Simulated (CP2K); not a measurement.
Runs of CP2K 2026.2 on Nb. It takes space group Im-3m (No. 229, cubic). Conventional cell: a = 3.328 Å, b = 3.328 Å, c = 3.328 Å, α = 90.00°, β = 90.00°, γ = 90.00°. Around Nb (site symmetry m-3m) lie 8 Nb at 2.88 Å. 

```csv
potentials or basis,basis sets,potentials,ADDED_MOS,gap on the mesh (eV),pressure (GPa)
GTH_POTENTIALS Nb GTH-PBE-q13; TZVP-MOLOPT-SR-GTH basis,Nb TZVP-MOLOPT-SR-GTH-q13,Nb GTH-PBE-q13 of GTH_POTENTIALS,[11],none,-1.7
POTENTIAL_UZH Nb GTH-PBE-q13; DZVP-MOLOPT-PBE-GTH basis,Nb DZVP-MOLOPT-PBE-GTH-q13,Nb GTH-PBE-q13 of POTENTIAL_UZH,[11],none,-0.4
POTENTIAL_UZH Nb GTH-PBE-q13; TZV2P-MOLOPT-PBE-GTH basis,Nb TZV2P-MOLOPT-PBE-GTH-q13,Nb GTH-PBE-q13 of POTENTIAL_UZH,[11],none,-0.8
GTH_POTENTIALS Nb GTH-PBE-q13; DZVP-MOLOPT-SR-GTH basis,Nb DZVP-MOLOPT-SR-GTH-q13,Nb GTH-PBE-q13 of GTH_POTENTIALS,[11],none,-2.5
POTENTIAL_UZH Nb GTH-PBE-q13; ccGRB-D basis,Nb ccGRB-D-q13,Nb GTH-PBE-q13 of POTENTIAL_UZH,[11],none,-0.8
POTENTIAL_UZH Nb GTH-PBE-q13; TZVP-MOLOPT-PBE-GTH basis,Nb TZVP-MOLOPT-PBE-GTH-q13,Nb GTH-PBE-q13 of POTENTIAL_UZH,[11],none,(a)
GTH_POTENTIALS Nb GTH-PBE-q13; SZV-MOLOPT-SR-GTH basis,Nb SZV-MOLOPT-SR-GTH-q13,Nb GTH-PBE-q13 of GTH_POTENTIALS,[3],none,(b)
```

Alike in all rows: task atomic charges; level PBE; no spin polarisation; cell as given; k mesh 11 × 11 × 11; smearing fermi-dirac 0.05 eV.

Question: Fill in the values left out.

Answer: (a) -1.0; (b) -11.1.

Caveats: the basis of atomic orbitals isn't converged, which shifts pressures, moduli and gaps; a minimal basis gives rough bond lengths, pressures and levels (some runs).

A k mesh can miss the band edges, and the runs leave out spin-orbit coupling on Nb.

A gap of «none» marks a metal or a gap under the smearing width.
